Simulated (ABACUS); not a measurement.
# MgB2 (P6/mmm) in ABACUS: further runs

One crystal, MgB2, is run at these levels: PBE; tasks: equation of state.

Everything below comes from runs of ABACUS 3.10.1. Logs are shortened: lines on timing, memory, paths and dates and some standing lists are left out, and cuts for length are marked.

**1. Starting point**

It takes space group P6/mmm (No. 191, hexagonal). Conventional cell: a = 3.085 Å, b = 3.085 Å, c = 3.523 Å, α = 90.00°, β = 90.00°, γ = 120.00°. Mg (site symmetry 6/mmm) is surrounded by 12 B at 2.51 Å. B (site symmetry -6m2) has 3 B at 1.78 Å as nearest neighbours.

**2. Equation of state, PBE, 9.10 Å³/atom (volume scaled by 0.94)**

Input file INPUT:

```
INPUT_PARAMETERS
suffix              MgB2
calculation         scf
basis_type          lcao
pseudo_dir          ./
orbital_dir         ./
symmetry            1
dft_functional      pbe
ecutwfc             100
pseudo_rcut         10
nspin               1
nbands              12
ks_solver           genelpa
smearing_method     fd
smearing_sigma      0.00367493
scf_thr             1e-07
scf_nmax            100
mixing_type         broyden
mixing_beta         0.7
cal_force           1
cal_stress          1
out_mul             1
```

Input file STRU:

```
ATOMIC_SPECIES
Mg 24.3050 Mg.upf
B 10.8100 B.upf

NUMERICAL_ORBITAL
Mg_confined-atom_8au_3s2p1d.orb
B_confined-atom_7au_2s2p1d.orb

LATTICE_CONSTANT
1.8897261246

LATTICE_VECTORS
3.0220231454 0.0000000000 0.0000000000
-1.5110115727 2.6171488148 0.0000000000
0.0000000000 0.0000000000 3.4510818610

ATOMIC_POSITIONS
Direct

Mg
0.0
1
0.0000000000 0.0000000000 0.0000000000 1 1 1

B
0.0
2
0.6666666667 0.3333333333 0.5000000000 1 1 1
0.3333333333 0.6666666667 0.5000000000 1 1 1
```

Input file KPT:

```
K_POINTS
0
Gamma
10 10 8 0 0 0
```

Potentials or basis: PseudoDojo NC SR 0.4.1 PBE standard, DZP LCAO (the cutoffs set its grid).

Started as:

```bash
OMP_NUM_THREADS=1 mpirun -np 4 abacus > log
```

running log:

```text
ABACUS v3.10.1

               Atomic-orbital Based Ab-initio Computation at UStc

 ------------------------------------------------------------------------------------

 READING GENERAL INFORMATION
                           global_out_dir = OUT.MgB2/
                           global_in_card = INPUT
                               pseudo_dir = ./
[... 8 lines left out ...]

 READING ATOM TYPE 1
                               atom label = Mg
                      L=0, number of zeta = 3
                      L=1, number of zeta = 2
                      L=2, number of zeta = 1
             number of atom for this type = 1

 READING ATOM TYPE 2
                               atom label = B
                      L=0, number of zeta = 2
                      L=1, number of zeta = 2
                      L=2, number of zeta = 1
             number of atom for this type = 2

                        TOTAL ATOM NUMBER = 3
DIRECT COORDINATES
    atom                   x                   y                   z     mag                  vx                  vy                  vz
taud_Mg1            0.0000000000        0.0000000000        0.0000000000  0.0000        0.0000000000        0.0000000000        0.0000000000
taud_B1            0.6666666667        0.3333333333        0.5000000000  0.0000        0.0000000000        0.0000000000        0.0000000000
taud_B2            0.3333333333        0.6666666667        0.5000000000  0.0000        0.0000000000        0.0000000000        0.0000000000

                          Volume (Bohr^3) = 184.195
                             Volume (A^3) = 27.2949

 Lattice vectors: (Cartesian coordinate: in unit of a_0)
             +3.02202                  +0                  +0
             -1.51101            +2.61715                  +0
                   +0                  +0            +3.45108
 Reciprocal vectors: (Cartesian coordinate: in unit of 2 pi/a_0)
            +0.330904           +0.191048                  -0
                   -0           +0.382095                  -0
                   +0                  -0           +0.289764
 The esolver type has been set to : ksdft_lcao

                PAO radial cut off (Bohr) = 10

 Read in pseudopotential file is Mg.upf
                     pseudopotential type = NC
          exchange-correlation functional = PBE
                 nonlocal core correction = 0
                        valence electrons = 10
                                     lmax = 1
                           number of zeta = 3
                     number of projectors = 4
                           L of projector = 0
                           L of projector = 0
                           L of projector = 1
                           L of projector = 1
                PAO radial cut off (Bohr) = 10

 Read in pseudopotential file is B.upf
                     pseudopotential type = NC
[... 210 lines left out ...]
                 big cell numbers in grid = [ 8, 8, 15 ]
             meshcell numbers in big cell = [ 5, 5, 3 ]
                        extended fft grid = [ 13, 13, 19 ]
                dimension of extened grid = [ 35, 35, 54 ]
                            UnitCellTotal = 125
              Atom number in sub-FFT-grid = 3
    Local orbitals number in sub-FFT-grid = 40
                                ParaV.nnr = 33454
                                 init_chg = atomic

 LCAO ALGORITHM --------------- ION=   1  ELEC=   1--------------------------------

 Density error is 0.119599158732
----------------------------------------------------------
     Energy           Rydberg                 eV
----------------------------------------------------------
 E_KohnSham     -130.5027730964      -1775.5813189124
 E_Harris       -132.6474304939      -1804.7608797754
 E_Fermi        0.6604200542         8.9854758101
----------------------------------------------------------
[... 69 lines left out ...]
 Density error is 5.25807440214e-08
----------------------------------------------------------
     Energy           Rydberg                 eV
----------------------------------------------------------
 E_KohnSham     -130.5622476247      -1776.3905113827
 E_KS(sigma->0) -130.5620197339      -1776.3874107699
 E_Harris       -130.5622475542      -1776.3905104242
 E_band         -20.9003383210       -284.3636912930
 E_one_elec     -74.1839372740       -1009.3242470012
 E_Hartree      39.9589776908        543.6697828495
 E_xc           -20.9418022971       -284.9278376295
 E_Ewald        -75.3950299629       -1025.8020083760
 E_entropy(-TS) -0.0004557815        -0.0062012255
 E_descf        0.0000000000         0.0000000000
 E_exx          0.0000000000         0.0000000000
 E_Fermi        0.7353767059         10.0053133765
----------------------------------------------------------

 charge density convergence is achieved
 final etot is -1776.3905114 eV
 EFERMI = 10.005313376 eV

 STATE ENERGY(eV) AND OCCUPATIONS    NSPIN == 1
 1/70 kpoint (Cartesian) = 0.0000 0.0000 0.0000 (780 pws)
       1       -65.3362     0.00250000
       2       -32.1215     0.00250000
       3       -32.1215     0.00250000
       4       -32.0975     0.00250000
       5       -2.86573     0.00250000
       6        6.85556     0.00250000
       7        10.3697    1.70870e-06
       8        10.3697    1.70870e-06
       9        11.8086    5.42738e-19
      10        16.5349    4.81648e-60
      11        16.5349    4.81648e-60
      12        18.8514    3.64752e-80
[... 57 lines left out ...]
 6/70 kpoint (Cartesian) = 0.16545 0.28657 0.0000 (765 pws)
       1       -65.3316     0.00750000
       2       -32.1708     0.00750000
       3       -32.1334     0.00750000
       4       -32.0901     0.00750000
       5        1.22409     0.00750000
       6        1.84296     0.00750000
       7        7.68497     0.00750000
       8        10.1510    0.000386209
       9        13.2218    8.64147e-31
      10        14.1572    6.48898e-39
      11        15.5358    6.88196e-51
      12        17.7385    5.07916e-70

[... levels at 64 further k points ...]

 correction force for each atom along direction 1 is 8.78927e-15
 correction force for each atom along direction 2 is -9.37445e-15
 correction force for each atom along direction 3 is 1.37604e-14
------------------------------------------------------------------------------------------
 TOTAL-FORCE (eV/Angstrom)
------------------------------------------------------------------------------------------
                       Mg1         0.0000000000         0.0000000000         0.0000000000
                        B1         0.0000000000         0.0000000000         0.0000000000
                        B2         0.0000000000         0.0000000000         0.0000000000
------------------------------------------------------------------------------------------

----------------------------------------------------------------
 TOTAL-STRESS (KBAR)
----------------------------------------------------------------
       120.6565241710         0.0000000000        -0.0000000000
        -0.0000000000       120.6565241655        -0.0000000000
        -0.0000000000         0.0000000000        60.9003589072
----------------------------------------------------------------
 TOTAL-PRESSURE: 100.737802 KBAR

 --------------------------------------------
 !FINAL_ETOT_IS -1776.3905113826895104 eV
 --------------------------------------------
```

stdout:

```text
ABACUS v3.10.1

               Atomic-orbital Based Ab-initio Computation at UStc

%%%%%%%%%%%%%%%%%%%%%%%%%%%%%%%%%%%%%%%%%%%%%%%%%%%%%%%%%%%%%%%%%%%%%%%%%%%%%%%%%%%%%%%%%%%%%%%%%%%%%%%%%
 Warning: the number of valence electrons in pseudopotential > 2 for Mg: [Ne] 3s2
[... 34 lines left out ...]
 TOTAL-STRESS (KBAR)
----------------------------------------------------------------
       120.6565241710         0.0000000000        -0.0000000000
        -0.0000000000       120.6565241655        -0.0000000000
        -0.0000000000         0.0000000000        60.9003589072
----------------------------------------------------------------
 TOTAL-PRESSURE: 100.737802 KBAR
```

mulliken.txt:

```text
 0
CALCULATE THE MULLIkEN ANALYSIS FOR EACH ATOM
 Total charge:	16
Decomposed Mulliken populations
0                             Zeta of Mg              Spin 1
s                                      0              2.0015
s                                      1              0.2301
s                                      2             -0.1172
SUM OVER M+Zeta                                       2.1144

pz                                     0              1.9988
px                                     0              1.9996
py                                     0              1.9997
SUM OVER M                                            5.9982
pz                                     1              0.3433
px                                     1              0.4322
py                                     1              0.2615
SUM OVER M                                            1.0370
SUM OVER M+Zeta                                       7.0352
[... 57 lines left out ...]
dz^2                                   0              0.0243
dxz                                    0              0.0408
dyz                                    0              0.0164
dx^2-y^2                               0              0.0518
dxy                                    0              0.0600
SUM OVER M                                            0.1933
SUM OVER M+Zeta                                       0.1933

SUM OVER M+Zeta+L                                     3.3752

Total Charge on atom:                  B              3.3752
```

Run time: 7.1 s. Hardware: 4 MPI ranks of AMD EPYC 7B13 (Zen 3), shared host; peak memory 0.4 GiB.

Results:

```yaml
Free_energy: -1776.3905 eV
Pressure: 10.1 GPa
Band_gap_on_the_k_mesh: none (metal or under the smearing width)
Mulliken_charges: Mg +0.75; B -0.38 e
```

Caveat: the atomic orbitals were generated for these runs and aren't a published set; Mulliken charges move with the basis; the basis of atomic orbitals isn't converged, which shifts pressures, moduli and gaps.

**3. Equation of state, PBE, 9.29 Å³/atom (volume scaled by 0.96)**

INPUT is that of step 2.

STRU: that of step 2 with these lines changed.

```diff
@@ -12,5 +12,5 @@
 LATTICE_VECTORS
-3.0220231454 0.0000000000 0.0000000000
--1.5110115727 2.6171488148 0.0000000000
-0.0000000000 0.0000000000 3.4510818610
+3.0433056997 0.0000000000 0.0000000000
+-1.5216528499 2.6355800475 0.0000000000
+0.0000000000 0.0000000000 3.4753860551
```

KPT is that of step 2.

Potentials or basis: PseudoDojo NC SR 0.4.1 PBE standard, DZP LCAO (the cutoffs set its grid).

Started as:

```bash
OMP_NUM_THREADS=1 mpirun -np 4 abacus > log
```

Run time: 7 s. Hardware: 4 MPI ranks of AMD EPYC 7B13 (Zen 3), shared host; peak memory 0.4 GiB.

Results (log left out):

```
Free energy            : -1776.4203 eV
Pressure               : 6.4 GPa
Band gap on the k mesh : none (metal or under the smearing width)
Mulliken charges       : Mg +0.76; B -0.38 e
```

Caveat: the atomic orbitals were generated for these runs and aren't a published set; Mulliken charges move with the basis; the basis of atomic orbitals isn't converged, which shifts pressures, moduli and gaps.

**4. Equation of state, PBE, 9.49 Å³/atom (volume scaled by 0.98)**

INPUT is that of step 3.

STRU: that of step 3 with these lines changed.

```diff
@@ -12,5 +12,5 @@
 LATTICE_VECTORS
-3.0433056997 0.0000000000 0.0000000000
--1.5216528499 2.6355800475 0.0000000000
-0.0000000000 0.0000000000 3.4753860551
+3.0642946782 0.0000000000 0.0000000000
+-1.5321473391 2.6537570360 0.0000000000
+0.0000000000 0.0000000000 3.4993549923
```

KPT is that of step 3.

Started as:

```bash
OMP_NUM_THREADS=1 mpirun -np 4 abacus > log
```

Run time: 6.7 s. Hardware: 4 MPI ranks of AMD EPYC 7B13 (Zen 3), shared host; peak memory 0.4 GiB.

Results (log left out):

| Quantity | Value |
| --- | --- |
| Free energy | -1776.4372 eV |
| Pressure | 3.0 GPa |
| Band gap on the k mesh | none (metal or under the smearing width) |
| Mulliken charges | Mg +0.78; B -0.39 e |

Caveat: the atomic orbitals were generated for these runs and aren't a published set; Mulliken charges move with the basis; the basis of atomic orbitals isn't converged, which shifts pressures, moduli and gaps.

**5. Equation of state, PBE, 9.68 Å³/atom**

INPUT is that of step 4.

STRU: that of step 4 with these lines changed.

```diff
@@ -12,5 +12,5 @@
 LATTICE_VECTORS
-3.0642946782 0.0000000000 0.0000000000
--1.5321473391 2.6537570360 0.0000000000
-0.0000000000 0.0000000000 3.4993549923
+3.0850000000 0.0000000000 0.0000000000
+-1.5425000000 2.6716883707 0.0000000000
+0.0000000000 0.0000000000 3.5230000000
```

KPT is that of step 4.

Started as:

```bash
OMP_NUM_THREADS=1 mpirun -np 4 abacus > log
```

Wall time 6.6 s (4 MPI ranks of AMD EPYC 7B13 (Zen 3), shared host); peak memory 0.4 GiB.

Results (log left out):

```yaml
Free_energy: -1776.4425 eV
Pressure: -0.1 GPa
Band_gap_on_the_k_mesh: none (metal or under the smearing width)
Mulliken_charges: Mg +0.79; B -0.39 e
```

Caveat: the atomic orbitals were generated for these runs and aren't a published set; Mulliken charges move with the basis; the basis of atomic orbitals isn't converged, which shifts pressures, moduli and gaps.

**6. Equation of state, PBE, 9.87 Å³/atom (volume scaled by 1.02)**

INPUT is that of step 5.

STRU: that of step 5 with these lines changed.

```diff
@@ -12,5 +12,5 @@
 LATTICE_VECTORS
-3.0850000000 0.0000000000 0.0000000000
--1.5425000000 2.6716883707 0.0000000000
-0.0000000000 0.0000000000 3.5230000000
+3.1054310590 0.0000000000 0.0000000000
+-1.5527155295 2.6893821868 0.0000000000
+0.0000000000 0.0000000000 3.5463318058
```

KPT is that of step 5.

Potentials or basis: PseudoDojo NC SR 0.4.1 PBE standard, DZP LCAO (the cutoffs set its grid).

Started as:

```bash
OMP_NUM_THREADS=1 mpirun -np 4 abacus > log
```

Wall time 6.7 s (4 MPI ranks of AMD EPYC 7B13 (Zen 3), shared host); peak memory 0.4 GiB.

The run converged. Its results:

```
Free energy            : -1776.4370 eV
Pressure               : -2.9 GPa
Band gap on the k mesh : none (metal or under the smearing width)
Mulliken charges       : Mg +0.80; B -0.40 e
```

Caveat: the atomic orbitals were generated for these runs and aren't a published set; Mulliken charges move with the basis; the basis of atomic orbitals isn't converged, which shifts pressures, moduli and gaps.

**7. Equation of state, PBE, 10.07 Å³/atom (volume scaled by 1.04)**

INPUT is that of step 6.

STRU: that of step 6 with these lines changed.

```diff
@@ -12,5 +12,5 @@
 LATTICE_VECTORS
-3.1054310590 0.0000000000 0.0000000000
--1.5527155295 2.6893821868 0.0000000000
-0.0000000000 0.0000000000 3.5463318058
+3.1255967608 0.0000000000 0.0000000000
+-1.5627983804 2.7068461969 0.0000000000
+0.0000000000 0.0000000000 3.5693605797
```

KPT is that of step 6.

Started as:

```bash
OMP_NUM_THREADS=1 mpirun -np 4 abacus > log
```

It took 6.3 s on 4 MPI ranks of AMD EPYC 7B13 (Zen 3), shared host; peak memory 0.4 GiB.

It converged, with:

* Free energy: -1776.4220 eV
* Pressure: -5.4 GPa
* Band gap on the k mesh: none (metal or under the smearing width)
* Mulliken charges: Mg +0.81; B -0.41 e

Caveat: the atomic orbitals were generated for these runs and aren't a published set; Mulliken charges move with the basis; the basis of atomic orbitals isn't converged, which shifts pressures, moduli and gaps.

**8. Equation of state, PBE, 10.26 Å³/atom (volume scaled by 1.06)**

INPUT is that of step 7.

STRU: that of step 7 with these lines changed.

```diff
@@ -12,5 +12,5 @@
 LATTICE_VECTORS
-3.1255967608 0.0000000000 0.0000000000
--1.5627983804 2.7068461969 0.0000000000
-0.0000000000 0.0000000000 3.5693605797
+3.1455055572 0.0000000000 0.0000000000
+-1.5727527786 2.7240877203 0.0000000000
+0.0000000000 0.0000000000 3.5920959734
```

KPT is that of step 7.

Started as:

```bash
OMP_NUM_THREADS=1 mpirun -np 4 abacus > log
```

Wall time 6.7 s (4 MPI ranks of AMD EPYC 7B13 (Zen 3), shared host); peak memory 0.4 GiB.

Results (log left out):

```yaml
Free_energy: -1776.3978 eV
Pressure: -7.8 GPa
Band_gap_on_the_k_mesh: none (metal or under the smearing width)
Mulliken_charges: Mg +0.82; B -0.41 e
```

Caveat: the atomic orbitals were generated for these runs and aren't a published set; Mulliken charges move with the basis; the basis of atomic orbitals isn't converged, which shifts pressures, moduli and gaps.

**9. Equation of state, PBE**

Potentials or basis: PseudoDojo NC SR 0.4.1 PBE standard, DZP LCAO (the cutoffs set its grid).

This step only gathers the single runs of the series.

What came out:

* Equilibrium volume: 9.67 Å³/atom
* Bulk modulus at fixed shape and positions: 147 GPa
* Pressure derivative of the bulk modulus: 3.5

Energy against volume, from the lowest point:
```tsv
volume (Å³/atom)	energy (meV/atom)
9.098	17.33
9.292	7.40
9.485	1.76
9.679	0.00
9.873	1.84
10.066	6.84
10.260	14.90
```

Caveat: the atomic orbitals were generated for these runs and aren't a published set; the cell was scaled at fixed shape and fractional positions, which overstates the stiffness of a crystal with free parameters, most of all of layers and chains; the basis of atomic orbitals isn't converged, which shifts pressures, moduli and gaps.
